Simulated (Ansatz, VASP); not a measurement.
**GaN: VASP beside Ansatz**

```xyz
4
Lattice="3.1518 0.0000 0.0000 -1.5759 2.7295 0.0000 0.0000 0.0000 5.1384" Properties=species:S:1:pos:R:3 pbc="T T T"
Ga    0.0000    1.8197   -0.0036
Ga    1.5759    0.9098    2.5656
N     0.0000    1.8197    1.9305
N     1.5759    0.9098    4.4997
```

Alike in both runs: functional LDA; k mesh 10 × 10 × 6; no spin polarisation.

Ansatz relaxed the structure, and its values are those at the end. VASP's run is a single point on that final structure, the one shown.

|  | VASP | Ansatz |
| --- | --- | --- |
| version | VASP 6.6.1 | Ansatz 0.2.0 |
| potentials or method | VASP PAW LDA potentials, release 64 (Ga_d, N) | scalar-relativistic, plane waves, PAW |
| plane-wave cutoff (eV) | 520 | 420 |
| occupations | gaussian, width 0.01 eV | fixed |
| valence electrons in the cell | 36 | 36 |

Ansatz gave:

* gap on the k mesh at the Fermi level (eV): 2.13
* least direct gap on the mesh (eV): 2.13
* pressure (GPa): 0.0

Q: Which values does VASP return?

A: gap on the k mesh at the Fermi level (eV): 2.15; least direct gap on the mesh (eV): 2.15; pressure (GPa): 1.1.

A hybrid or GW would open this gap; LDA tends to underestimate it.
